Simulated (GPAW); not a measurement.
CuO:

```xyz
6
Lattice="4.1609 0.0000 0.0000 0.0000 4.1609 0.0000 0.0000 0.0000 3.8876" Properties=species:S:1:pos:R:3 pbc="T T T"
Cu    2.0805    0.0000    1.9438
Cu    0.0000    2.0805    1.9438
Cu    0.0000    0.0000    0.0000
O     0.0000    0.0000    1.9438
O     2.0805    0.0000    0.0000
O     0.0000    2.0805    0.0000
```

Measurements of this composition are mostly on another form, of space group No. 15.

Program: GPAW 26.7.0. Alike in all runs: no spin polarisation; cell as given; smearing fermi-dirac 0.05 eV.

Q: Order these runs on this cell by their pressure, lowest first.
A. level LDA; potentials or basis the program's PAW data sets (release 1.2.1) made for this functional, pw; k mesh 4 × 4 × 4; cutoff (eV) 800; maxiter 150; band path GXMGZRAZ,XR,MA; band points 100; mesh quality coarse
B. level r2SCAN+U; potentials or basis GPAW PAW data sets (gpaw-data 1.2.1), pw; U Cu d U = 4.5 eV; k mesh 4 × 4 × 4; cutoff (eV) 800; maxiter 150; band path GXMGZRAZ,XR,MA; band points 100; mesh quality coarse
C. level LDA; potentials or basis the program's PAW data sets (release 1.2.1) made for this functional, pw; k mesh 5 × 5 × 6; cutoff (eV) 600; maxiter 120; convergence default; mesh quality not flagged

A: C (-13.6 GPa), A (-10.0 GPa), B (-3.2 GPa).

Caveats: some runs use coarse meshes; with this Cu data set, volumes or pressures lay over 1.5 % or 2 GPa off other programs in two to four cells of ten; an odd number of electrons without spin polarisation forces a metal; a magnetic or distorted state may lie lower; the run has no spin polarisation, though such a crystal can be magnetic; the PAW data sets were made with another functional, which shifts forces and pressure a little (some runs); U without spin polarisation on a metal has little footing (some runs).

Not every run made on this cell is shown here.
